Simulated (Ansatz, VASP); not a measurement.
Two plane-wave programs on C

```
C
1.0
     1.67236    0.00000    0.00000
    -0.83618    1.44830    0.00000
     0.00000    0.00000    7.97363
C
2
Cartesian
  0.0000 0.9655 1.9934
  0.8362 0.4828 5.9802
```

Alike in both runs: task single point; functional PBE; k mesh 23 × 23 × 5; occupations fermi-dirac, width 0.1 eV; no spin polarisation.

|  | VASP | Ansatz |
| --- | --- | --- |
| version | VASP 6.6.1 | Ansatz 0.2.0 |
| potentials or method | VASP PAW PBE potentials, release 64 (C) | plane waves (420 eV) with PAW, scalar-relativistic |
| plane-wave cutoff (eV) | 520 | 420 |
| valence electrons in the cell | 8 | 8 |

|  | VASP | Ansatz | Ansatz less VASP |
| --- | --- | --- | --- |
| pressure (GPa) | 11.8 | 11.9 | +0.13 |
| largest component of the traceless stress (GPa) | 11.89 | 11.93 | +0.037 |

The functional is the same, so the differences come from potentials, cutoffs and numerics.

Caveats: this functional lacks dispersion, which binds the layers, so the pressure and a relaxed spacing across them are unreliable.
